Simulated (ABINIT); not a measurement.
# Bi (P2/m) in ABINIT: notebook, part 2 of 2

ABINIT 10.8.3 (patched build). The steps go on from the part before.

### Step 3. Single point, PBEsol

The input, run.abi:

```
# Pseudopotentials
pp_dirpath "./"
pseudos "Bi.upf"

# Structure
acell 6.1196441934 6.088023546 12.1781340801
rprim
     1.0000000000     0.0000000000     0.0000000000
     0.0000000000     1.0000000000     0.0000000000
    -0.0124844813     0.0000000000     0.9999220658
ntypat 1
znucl 83
natom 2
typat 1 1
xred
     0.5442472500     0.0000000000     0.7495778900
     0.4557527500     0.0000000000     0.2504221100
chkprim 0
chksymtnons 0
tolsym 1.0e-6

# Plane-wave basis
ecut 1197.300995 eV

# k points
kptopt 1
ngkpt 8 8 4
nshiftk 1
shiftk 0.0 0.0 0.0

# Exchange and correlation
ixc -116133

# Bands and occupations
nband 28
occopt 3
tsmear 0.00183747

# SCF cycle
nstep 100
tolvrs 1.0e-10

# Output
iomode 3
prtwf 0
prtden 0
prteig 0
prtebands 0
```

Potentials or basis: PseudoDojo NC SR PBEsol v0.4 stringent.

On the command line:

```console
$ abinit run.abi > log 2>&1
```

run.abo:

```text
.Version 10.8.3 of ABINIT
 Symmetries : space group P2/m (# 10); Bravais mP (primitive monocl.)
================================================================================
 Values of the parameters that define the memory need of the present run
     intxc =       0    ionmov =       0      iscf =       7    lmnmax =       6
     lnmax =       6     mgfft =      75  mpssoang =       3    mqgrid =    3637
     natom =       2  nloc_mem =       1    nspden =       1   nspinor =       1
    nsppol =       1      nsym =       4    n1xccc =    2501    ntypat =       1
    occopt =       3   xclevel =       2
       mpw =        6352          nfft =      120000          nkpt =          90
================================================================================
================================================================================

--------------------------------------------------------------------------------
------------- Echo of variables that govern the present computation ------------
--------------------------------------------------------------------------------
 -outvars: echo values of preprocessed input variables --------
            acell      6.1196441934E+00  6.0880235460E+00  1.2178134080E+01 Bohr
              amu      2.08980370E+02
          chkprim           0
      chksymtnons           0
             ecut      4.40000000E+01 Hartree
                       outvar_i_n : Printing only first  50 k-points.
              ixc     -116133
                       outvar_i_n : Printing only first  50 k-points.
         kptrlatt        8    0    0      0    8    0      0    0    4
          kptrlen      4.87041884E+01
            natom           2
[... 167 lines left out ...]
hartree             :  1.35903106823583E+02
xc                  : -7.08579605440412E+01
Ewald energy        : -2.46215711580633E+02
psp_core            :  5.76399309362957E+00
local_psp           : -4.44818730194658E+02
non_local_psp       :  2.63488971250970E+01
internal            : -4.64086762118564E+02
'-kT*entropy'       : -5.20659004903467E-04
total_energy        : -4.64087282777569E+02
total_energy_eV     : -1.26284583035082E+04
band_energy         : -6.68438940136445E+01
...

 Cartesian components of stress tensor (hartree/bohr^3)
  sigma(1 1)=  2.30440105E-05  sigma(3 2)=  0.00000000E+00
  sigma(2 2)= -2.41083765E-06  sigma(3 1)=  3.70389317E-06
  sigma(3 3)=  3.11778405E-05  sigma(2 1)=  0.00000000E+00

-Cartesian components of stress tensor (GPa)         [Pressure= -5.0811E-01 GPa]
- sigma(1 1)=  6.77978197E-01  sigma(3 2)=  0.00000000E+00
- sigma(2 2)= -7.09292925E-02  sigma(3 1)=  1.08972299E-01
- sigma(3 3)=  9.17283735E-01  sigma(2 1)=  0.00000000E+00

== END DATASET(S) ==============================================================
================================================================================

 -outvars: echo values of variables after computation  --------
            acell      6.1196441934E+00  6.0880235460E+00  1.2178134080E+01 Bohr
           etotal     -4.6408728278E+02
            fcart      7.0582951620E-05 -0.0000000000E+00 -2.4227507716E-04
                      -7.0582951620E-05 -0.0000000000E+00  2.4227507716E-04
            rprim      1.0000000000E+00  0.0000000000E+00  0.0000000000E+00
                       0.0000000000E+00  1.0000000000E+00  0.0000000000E+00
                      -1.2484481300E-02  0.0000000000E+00  9.9992206580E-01
           strten      2.3044010533E-05 -2.4108376520E-06  3.1177840453E-05
                       0.0000000000E+00  3.7038931666E-06  0.0000000000E+00
           xangst      1.7021701666E+00  0.0000000000E+00  4.8301965579E+00
                       1.4557511980E+00  0.0000000000E+00  1.6136922258E+00
             xred      5.4424725000E-01  0.0000000000E+00  7.4957789000E-01
                       4.5575275000E-01  0.0000000000E+00  2.5042211000E-01
 Calculation completed.
```

Wall time 7.2 min (1 thread of Intel Xeon Platinum 8559C (Emerald Rapids), shared host); peak memory 0.32 GiB.

What came out:

```
Free energy                                           : -12628.4583 eV
Pressure                                              : -0.5 GPa
Largest force                                         : 0.013 eV/Å
Band gap on the k mesh                                : none (metal or under the smearing width)
Valence electrons inside the program's atomic spheres : Bi 18.68 (radii [1.0584] Å)
```

Forces in eV/Å, atoms in the order of the input:
```
Bi   0.004  0.000 -0.012
Bi  -0.004  0.000  0.012
```

Levels at points of the mesh, in eV from the Fermi level:
```csv
k point,band 19,band 20,band 21,band 22,band 23,band 24,band 25,band 26,band 27,band 28
"(0.00, 0.00, 0.00)",-13.22,-11.26,-5.05,3.23,3.27,3.29,4.84,5.24,6.48,7.98
"(0.50, 0.00, 0.00)",-11.27,-9.40,-5.01,-3.20,-3.06,2.37,5.23,5.49,7.20,9.74
"(0.00, 0.50, 0.00)",-11.24,-9.30,-5.06,-3.14,-3.12,2.70,5.19,5.23,6.91,9.68
"(0.50, 0.50, 0.00)",-9.32,-7.40,-3.15,-3.08,-1.41,-1.38,-1.24,2.73,4.97,5.30
"(0.00, 0.00, 0.50)",-12.47,-12.44,-1.82,-1.79,3.92,4.01,4.11,4.13,7.61,7.68
"(0.50, 0.00, 0.50)",-10.56,-10.52,-4.32,-4.29,0.19,0.28,5.36,5.41,6.06,6.10
"(0.00, 0.50, 0.50)",-10.50,-10.48,-4.28,-4.27,0.21,0.25,5.41,5.41,5.92,6.01
"(0.50, 0.50, 0.50)",-8.60,-8.56,-2.43,-2.41,-2.39,-2.38,2.16,2.27,3.42,3.45
```

Caveat: spin-orbit coupling is left out, which moves the levels of the heavy elements.

### Step 4. Single point, PBEsol

Changes to run.abi since step 3:

```diff
@@ -2,3 +2,3 @@
 pp_dirpath "./"
-pseudos "Bi.upf"
+pseudos "Bi.GGA_PBE-JTH.xml"
 
@@ -22,3 +22,5 @@
 # Plane-wave basis
-ecut 1197.300995 eV
+ecut 598.650497 eV
+pawecutdg 44.0
+pawxcdev 0
 
@@ -34,3 +36,3 @@
 # Bands and occupations
-nband 28
+nband 19
 occopt 3
@@ -40,3 +42,3 @@
 nstep 100
-tolvrs 1.0e-10
+tolvrs 1.0e-9
```

Potentials or basis: JTH PAW PBE v2.0.

On the command line:

```console
$ abinit run.abi > log 2>&1
```

run.abo:

```text
.Version 10.8.3 of ABINIT
 Symmetries : space group P2/m (# 10); Bravais mP (primitive monocl.)
================================================================================
 Values of the parameters that define the memory need of the present run
     intxc =       0    ionmov =       0      iscf =      17    lmnmax =      18
     lnmax =       6     mgfft =      54  mpssoang =       3    mqgrid =    3637
     natom =       2  nloc_mem =       2    nspden =       1   nspinor =       1
    nsppol =       1      nsym =       4    n1xccc =       1    ntypat =       1
    occopt =       3   xclevel =       2
       mpw =        2252          nfft =       39366          nkpt =          90
 PAW method is used; the additional fine FFT grid is defined by:
   mgfftf=        75    nfftf =    120000
================================================================================
================================================================================

--------------------------------------------------------------------------------
------------- Echo of variables that govern the present computation ------------
--------------------------------------------------------------------------------
 -outvars: echo values of preprocessed input variables --------
            acell      6.1196441934E+00  6.0880235460E+00  1.2178134080E+01 Bohr
              amu      2.08980370E+02
          chkprim           0
      chksymtnons           0
             ecut      2.20000000E+01 Hartree
                       outvar_i_n : Printing only first  50 k-points.
              ixc     -116133
                       outvar_i_n : Printing only first  50 k-points.
[... 206 lines left out ...]
internal            : -1.44381260877468E+02
'-kT*entropy'       : -5.20058555469812E-04
total_energy_dc     : -1.44381780936023E+02
total_energy_dc_eV  : -3.92882840793274E+03
...

--- !EnergyTermsWithPAWCore
iteration_state     : {dtset: 1, }
comment             : 'Components of total free energy, including PAW core contributions'
Total energy        : -4.30505875344306E+04
Total energy DC     : -4.30505875373549E+04
Total energy (eV)   : -1.17146616551581E+06
Total energy DC (eV): -1.17146616559538E+06
...

 Cartesian components of stress tensor (hartree/bohr^3)
  sigma(1 1)=  2.09701823E-05  sigma(3 2)=  0.00000000E+00
  sigma(2 2)= -4.56213884E-06  sigma(3 1)=  3.65305692E-06
  sigma(3 3)=  2.90729261E-05  sigma(2 1)=  0.00000000E+00

-Cartesian components of stress tensor (GPa)         [Pressure= -4.4603E-01 GPa]
- sigma(1 1)=  6.16964063E-01  sigma(3 2)=  0.00000000E+00
- sigma(2 2)= -1.34222759E-01  sigma(3 1)=  1.07476645E-01
- sigma(3 3)=  8.55355017E-01  sigma(2 1)=  0.00000000E+00

== END DATASET(S) ==============================================================
================================================================================

 -outvars: echo values of variables after computation  --------
            acell      6.1196441934E+00  6.0880235460E+00  1.2178134080E+01 Bohr
           etotal     -1.4438178094E+02
            fcart      8.2785675334E-05  7.7745517828E-31 -2.3784034602E-04
                      -8.2785675334E-05 -7.7745517828E-31  2.3784034602E-04
            rprim      1.0000000000E+00  0.0000000000E+00  0.0000000000E+00
                       0.0000000000E+00  1.0000000000E+00  0.0000000000E+00
                      -1.2484481300E-02  0.0000000000E+00  9.9992206580E-01
           strten      2.0970182275E-05 -4.5621388414E-06  2.9072926090E-05
                       0.0000000000E+00  3.6530569205E-06  0.0000000000E+00
           xangst      1.7021701666E+00  0.0000000000E+00  4.8301965579E+00
                       1.4557511980E+00  0.0000000000E+00  1.6136922258E+00
             xred      5.4424725000E-01  0.0000000000E+00  7.4957789000E-01
                       4.5575275000E-01  0.0000000000E+00  2.5042211000E-01
 Calculation completed.
```

Run time: 92 s. Hardware: 1 thread of Intel Xeon Platinum 8559C (Emerald Rapids), shared host; peak memory 0.22 GiB.

Results:

* Free energy: -3928.8284 eV
* Pressure: -0.4 GPa
* Largest force: 0.013 eV/Å
* Band gap on the k mesh: none (metal or under the smearing width)
* Valence electrons inside the program's atomic spheres: Bi 12.16 (radii [1.2765] Å)

Forces on the atoms (eV/Å):
```
Bi   0.004  0.000 -0.012
Bi  -0.004  0.000  0.012
```

Caveat: the PAW data sets were made with another functional, which shifts forces and pressure a little; spin-orbit coupling is left out, which moves the levels of the heavy elements.

### Step 5. Overview

| potentials or basis | cutoff (eV) | fine-grid cutoff | gap on the mesh (eV) | pressure (GPa) | largest force (eV/Å) |
| --- | --- | --- | --- | --- | --- |
| PseudoDojo NC SR PBEsol v0.4.1 standard | 898 | - | none | -0.4 | 0.01 |
| PseudoDojo NC SR PBEsol v0.4 stringent | 1197 | - | none | -0.5 | 0.01 |
| JTH PAW PBE v2.0 | 599 | 1197.3 eV | none | -0.4 | 0.01 |

Alike in all rows: task single point; level PBEsol; no spin polarisation; cell as given; k mesh 8 × 8 × 4; smearing fermi-dirac 0.05 eV.

Caveats: spin-orbit coupling is left out, which moves the levels of the heavy elements; the PAW data sets were made with another functional, which shifts forces and pressure a little (some runs).

Absolute energies hang on the potentials; compare differences alone.
